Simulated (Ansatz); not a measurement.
Ionic part of the dielectric constant of BN at 16 GPa, mode by mode

Level of theory: DFT PBE, scalar-relativistic, plane waves, PAW in Ansatz 0.2.0. Plane waves to 420 eV; Γ-centred k mesh 12×12×12; fixed occupations. No spin polarisation. Phonons by linear response, acoustic sum rule imposed.

The structure is cubic, space group F-43m (No. 216). The conventional cell has a = 3.577 Å, b = 3.577 Å, c = 3.577 Å, α = 90.00°, β = 90.00°, γ = 90.00°. Around B (site symmetry -43m) lie 4 N at 1.55 Å. N (site symmetry -43m) has 4 B at 1.55 Å as nearest neighbours.

The primitive cell has V = 11.44 Å³ and ε∞,yy = 4.575. Each polar mode adds Δε = (4.92064×10⁷/V)·S/ν² along y, with S its oscillator strength in e²/amu, ν in cm⁻¹ and V in Å³.

Question: From these modes, find each Δε and ε0,yy.
| ν (cm⁻¹) | S_yy (e²/amu) |
| --- | --- |
| 1078.3 | 0.5888 |

Answer:
| ν (cm⁻¹) | Δε |
| --- | --- |
| 1078.3 | 2.18 |

The sum is 2.178, so ε0,yy = 6.75; the run's tensor has 6.75.

Question: Where do the longitudinal modes lie for a wave vector along y?

Answer: At 1310 cm⁻¹. The Lyddane–Sachs–Teller product Π(ν_LO/ν_TO)² = 1.48 matches ε0/ε∞ = 1.48.

Cost: 1 run of about 0.21 core-minutes, on Arm Neoverse V1 (shared hosts).

The static dielectric response of cubic BN at this pressure is mainly electronic: the lattice adds 2.18 to an ε∞ of 4.575. All of the ionic part comes from the one triply degenerate optical mode, in which the B and N sublattices move against each other, and cubic symmetry makes the yy value hold for every direction.

The electronegativity difference and the charge that shifts as the bonds stretch give this mode a sizeable oscillator strength, but the short, strongly covalent bonds resist the displacement. The light atoms raise the frequency but not the static contribution, because the reduced mass cancels between S and ν². What limits Δε is therefore the stiffness of the lattice relative to the square of the effective charge. The same polarity lifts the longitudinal mode to 1310 cm⁻¹ through the macroscopic field, which the electrons partly screen.

The Lyddane–Sachs–Teller agreement shows internal consistency rather than accuracy against experiment, and a single pressure cannot show whether compression strengthens or weakens the ionic response.
